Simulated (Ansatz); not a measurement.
# Rb2Hg: a trial structure relaxed

The task: take a trial cell of Rb2Hg to zero force and stress.

Program: Ansatz 0.2.0. Level of theory: DFT PBE, scalar-relativistic, plane waves, PAW. These are calculated values, not measurements.

### Step 1. The system as given

It takes space group Fm-3m (No. 225, cubic). Conventional cell: a = 7.845 Å, b = 7.845 Å, c = 7.845 Å, α = 90.00°, β = 90.00°, γ = 90.00°. Around Rb (site symmetry -43m) lie 4 Hg at 3.40 Å. Hg (site symmetry m-3m) has 8 Rb at 3.40 Å as nearest neighbours.

Structure file:

```xyz
3
Lattice="0.0000 3.9225 3.9225 3.9225 0.0000 3.9225 3.9225 3.9225 0.0000" Properties=species:S:1:pos:R:3 pbc="T T T"
Rb    1.9612    1.9612    1.9612
Rb    5.8837    5.8837    5.8837
Hg    3.9225    3.9225    3.9225
```

The cell is invented: random cell by space group and Wyckoff sites (Fm-3m, No. 225). Lengths come from tabulated atomic sizes and are only a guess.

### Step 2. Probe: one point on a coarse mesh

input.yaml

```yaml
crystal:
  lattice:
    - [0.0, 3.92247859, 3.92247859]
    - [3.92247859, 0.0, 3.92247859]
    - [3.92247859, 3.92247859, 0.0]
  atoms:
    - { symbol: Rb, position: [0.25, 0.25, 0.25] }
    - { symbol: Rb, position: [0.75, 0.75, 0.75] }
    - { symbol: Hg, position: [0.5, 0.5, 0.5] }
basis:
  ecutwfc: 420
kpoints:
  mp_grid: { grid: [4, 4, 4] }
hamiltonian:
  xc: pbe
scf:
  occupations: { method: gaussian, width: 0.1 }
  lower_state_search: "off"
output:
  forces: true
  stress: true
  eigenvalues: true
```

Started as:

```sh
$ ansatz run input.yaml --threads 1 --pin off --max-ram 2048MiB --backend cpu --events-out ev --progress --plain --runs-dir out
```

Further runs follow: rough relaxation on the coarse mesh; full relaxation.

What does the calculation give? Wanted: conventional cell; volume; energy over the elements; gap on the mesh.

The runs gave:

| quantity | value |
| --- | --- |
| symmetry at the end (tolerance 0.05 Å) | space group Fm-3m (No. 225) |
| conventional cell | a = 8.947 Å, b = 8.947 Å, c = 8.947 Å, α = 90.00°, β = 90.00°, γ = 90.00° |
| volume | 59.68 Å³/atom |
| energy over the elements | -0.14 eV/atom |
| gap on the mesh | none (metal) |

In words: The space group Fm-3m (No. 225) is kept, and the volume per atom grows by 48.3 % from the first guess. It lies below the elements, which doesn't yet make it stable: competing phases were not computed in this session. No finished test with a distortion of lower symmetry is shown, so the end may be a saddle point. Spin-orbit coupling is left out for Hg.
